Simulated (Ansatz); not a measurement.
Crystal: KBr.

```xyz
2
Lattice="4.0435 0.0000 0.0000 0.0000 4.0435 0.0000 0.0000 0.0000 4.0435" Properties=species:S:1:pos:R:3 pbc="T T T"
Br    2.0217    2.0217    2.0217
K     0.0000    0.0000    0.0000
```

Measurements of this composition are mostly on another form, of space group No. 225.

Program: Ansatz 0.2.0. Alike in all runs: cell as given.

Q: Order these runs on this cell by their band gap on the k mesh, lowest first.
A. level PBE; potentials or basis Ansatz PAW; spin off; k mesh 7 × 7 × 7; cutoff (eV) 420; smearing fermi-dirac 0.05 eV
B. level rPW86-PBE+D3(BJ)-ATM; potentials or basis Ansatz PAW; spin SOC, no magnetisation; k mesh 7 × 7 × 7; cutoff (eV) 420; smearing fermi-dirac 0.025 eV
C. level B3LYP+D3(BJ); potentials or basis Ansatz PAW; spin SOC, no magnetisation; k mesh 4 × 4 × 4; cutoff (eV) 420; smearing gaussian 0.01 eV; other keys scf.algorithm = density_mixing; scf.occupations.method = gaussian; …
D. level r2SCAN+D4; potentials or basis JTH PAW; spin collinear, random start; k mesh 7 × 7 × 7; cutoff (eV) 690; smearing fermi-dirac 0.05 eV

A: B (3.72 eV), A (3.89 eV), D (4.61 eV), C (5.33 eV).

Caveats: odd divisions of the mesh miss points on the zone boundary, where band edges often lie, so the gap on the mesh can be too wide (some runs); the starting moments weren't kept (some runs); some levels weren't fully converged (some runs).

A k mesh can miss the band edges, odd and even meshes differently.
